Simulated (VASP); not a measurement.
## GaN: phonons with PBE

The system is GaN.

```
Ga N
1.0
     0.00000    2.27410    2.27410
     2.27410    0.00000    2.27410
     2.27410    2.27410    0.00000
Ga N
1 1
Direct
  0.00000 0.00000 0.00000
  0.75000 0.75000 0.75000
```

The cell is a database's computed one.

- Program: VASP 6.6.1
- Task: phonons
- Functional: PBE
- Potentials or basis: VASP PAW PBE potentials, release 64 (Ga_d, N)
- Cutoff: 600 eV
- k mesh: 10 × 10 × 10
- Occupations: gaussian, width 0.03 eV
- Spin: no spin polarisation
- By perturbation theory: no
- Further INCAR settings: ALGO = Fast; EDIFF = 1e-08; IBRION = 6; POTIM = 0.015; NSW = 1

| Quantity | Value |
| --- | --- |
| Highest phonon frequency at Γ, LO-TO splitting left out | 513 cm⁻¹ |

Phonon frequencies in cm⁻¹ (negative: imaginary):
| q point | frequencies |
| --- | --- |
| (0.000, 0.000, 0.000) | 0 0 0 513 513 513 |

Wall time 2.3 min on 1 thread of AMD EPYC 9R45 96-Core Processor (Zen 5), with other jobs on the host, peak memory 0.22 GiB.
